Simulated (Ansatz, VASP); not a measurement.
One calculation of Al2O3, two programs

File INCAR:

```
SYSTEM = Al2O3
PREC = Accurate
ENCUT = 520
EDIFF = 1E-7
ISMEAR = 0
SIGMA = 0.01
LREAL = .False.
LASPH = .True.
NELM = 100
ALGO = Normal
ISIF = 2
LWAVE = .False.
LCHARG = .False.
GGA = PE
NBANDS = 35
```

KPOINTS

```
Automatic mesh
0
Gamma
  7 7 7
  0 0 0
```

The input POSCAR:

```
Al2O3
1.0
    2.4039417622      1.3879164235      4.3742070937
   -2.4039417622      1.3879164235      4.3742070937
    0.0000000000     -2.7758328471      4.3742070937
Al O
4 6
Direct
    0.6478877112      0.6478877093      0.6478877093
    0.8521122915      0.8521122891      0.8521122891
    0.1478877103      0.1478877098      0.1478877098
    0.3521122906      0.3521122896      0.3521122896
    0.4438508605      0.0561491400      0.7499999994
    0.9438508606      0.2499999995      0.5561491396
    0.0561491412      0.7499999995      0.4438508594
    0.7500000005      0.4438508593      0.0561491399
    0.2500000013      0.5561491397      0.9438508591
    0.5561491413      0.9438508590      0.2499999996
```

Input for Ansatz:

```yaml
crystal:
  lattice:
    - [2.4039417622, 1.3879164235, 4.3742070937]
    - [-2.4039417622, 1.3879164235, 4.3742070937]
    - [0.0, -2.7758328471, 4.3742070937]
  atoms:
    - { symbol: Al, position: [0.6478877112, 0.6478877093, 0.6478877093] }
    - { symbol: Al, position: [0.8521122915, 0.8521122891, 0.8521122891] }
    - { symbol: Al, position: [0.1478877103, 0.1478877098, 0.1478877098] }
    - { symbol: Al, position: [0.3521122906, 0.3521122896, 0.3521122896] }
    - { symbol: O, position: [0.4438508605, 0.05614914, 0.7499999994] }
    - { symbol: O, position: [0.9438508606, 0.2499999995, 0.5561491396] }
    - { symbol: O, position: [0.0561491412, 0.7499999995, 0.4438508594] }
    - { symbol: O, position: [0.7500000005, 0.4438508593, 0.0561491399] }
    - { symbol: O, position: [0.2500000013, 0.5561491397, 0.9438508591] }
    - { symbol: O, position: [0.5561491413, 0.943850859, 0.2499999996] }
basis:
  ecutwfc: 550.0
  ecutrho_ratio: 4
  xc_grid: 2
  precision: f64
hamiltonian:
  pseudopotentials: { kind: paw, azcp: { folder: soft_1 } }
scf:
  max_iter: 80
  self_checks: high
  occupations: { method: fixed }
kpoints:
  mp_grid: { grid: [7, 7, 7] }
  band_path: { path: [VBM, CBM], npoints: 1 }
checkpoint:
  write: "../edges.s1.run"
  compress: false
  write_wavefunctions: true
  write_every: 100000
```

The cell is a database's computed one.

Alike in both runs: task single point; functional PBE; k mesh 7 × 7 × 7; no spin polarisation.

```csv
,VASP,Ansatz
version,VASP 6.6.1,Ansatz 0.2.0
potentials or method,"VASP PAW PBE potentials, release 64 (Al, O)",plane-wave PAW DFT
plane-wave cutoff (eV),520,550
occupations,"gaussian, width 0.01 eV",fixed
valence electrons in the cell,48,48
```

|  | VASP | Ansatz | Ansatz less VASP |
| --- | --- | --- | --- |
| gap on the k mesh at the Fermi level (eV) | 5.85 | 5.86 | +0.006 |

Caveats: an odd mesh through Γ misses points on the zone boundary, where band edges often lie. Expect the measured gap to be larger: semilocal functionals such as PBE lack the derivative discontinuity.
